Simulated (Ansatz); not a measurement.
Runs of Ansatz 0.2.0 on Cu. The structure is tetragonal, space group I4/mmm (No. 139). The conventional cell has a = 2.886 Å, b = 2.886 Å, c = 2.752 Å, α = 90.00°, β = 90.00°, γ = 90.00°. Cu (site symmetry 4/mmm) has 10 Cu at 2.46 to 2.75 Å as nearest neighbours. This isn't the form of Cu at room conditions, which is fcc.

```tsv
task	level	cell	k mesh	smearing	atoms under strain	gap on the mesh (eV)	pressure (GPa)
phonons	LDA	as given	10 × 10 × 10	fermi-dirac 0.05 eV	-	none	-
phonons	PBE	as given	10 × 10 × 10	fermi-dirac 0.05 eV	-	none	-
relaxation of cell and atoms	BLYP+D4	relaxed	13 × 13 × 13	fermi-dirac 0.05 eV	-	none	0.0
single point	PBE	as given	13 × 13 × 13	gaussian 0.027 eV	-	none	(a)
elastic constants	LDA	as given	10 × 10 × 10	fermi-dirac 0.05 eV	relaxed	none	-7.8
```

Alike in all rows: potentials or basis Ansatz PAW; no spin polarisation; cutoff (eV) 420.

**Question.** Fill in the values left out.

**Answer.** (a) 7.2.

Caveats: the PAW data sets come from PBE, with cores solved anew for the run's functional, which leaves a small shift of forces and pressure (some runs); the plane-wave basis is chosen anew once the cell has moved, so the energies of steps on either side of that aren't comparable (some runs); pairwise dispersion overbinds metals, which lowers pressure and volume (some runs); the cell is more than 3 GPa from zero pressure, which shifts response properties (some runs); the elastic tensor has a negative eigenvalue, so either the cell is unstable as it stands or the mesh is too thin (some runs).

A gap of «none» marks a metal or a gap under the smearing width.
